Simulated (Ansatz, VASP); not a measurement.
KI in VASP and in Ansatz

```xyz
4
Lattice="6.0861 0.0000 0.0000 -3.0431 5.2708 0.0000 0.0000 0.0000 7.1188" Properties=species:S:1:pos:R:3 pbc="T T T"
K     0.0000    3.5138   -0.4414
K     3.0431    1.7569    3.1180
I     0.0000    3.5138    3.1181
I     3.0431    1.7569    6.6775
```

Alike in both runs: task electric field gradients; functional PBE; k mesh 8 × 8 × 5; occupations fermi-dirac, width 0.05 eV; no spin polarisation.

```csv
,VASP,Ansatz
version,VASP 6.6.1,Ansatz 0.2.0
potentials or method,"VASP PAW PBE potentials, release 64 (K_sv, I)","PAW with Ansatz's default frozen-core files, scalar-relativistic"
plane-wave cutoff (eV),520,420
valence electrons in the cell,32,52
```

Ansatz gave:

```
gap on the k mesh at the Fermi level (eV)                      : 3.75
pressure (GPa)                                                 : 0.0
Vzz of the field gradient on the site that differs most (V/Å²) : 8.3
```

Problem. Estimate VASP's values.

Solution. gap on the k mesh at the Fermi level (eV): 3.75; pressure (GPa): 0.0; Vzz of the field gradient on the site that differs most (V/Å²): 7.9.

The two sets of potentials don't hold the same shells in valence. Ansatz warned: «gradients_without_spin_orbit».

Caveats: spin-orbit coupling is left out, which moves the levels of the heavy elements; an odd mesh through Γ misses points on the zone boundary, where band edges often lie. As with any semilocal functional, this PBE gap is likely too small.
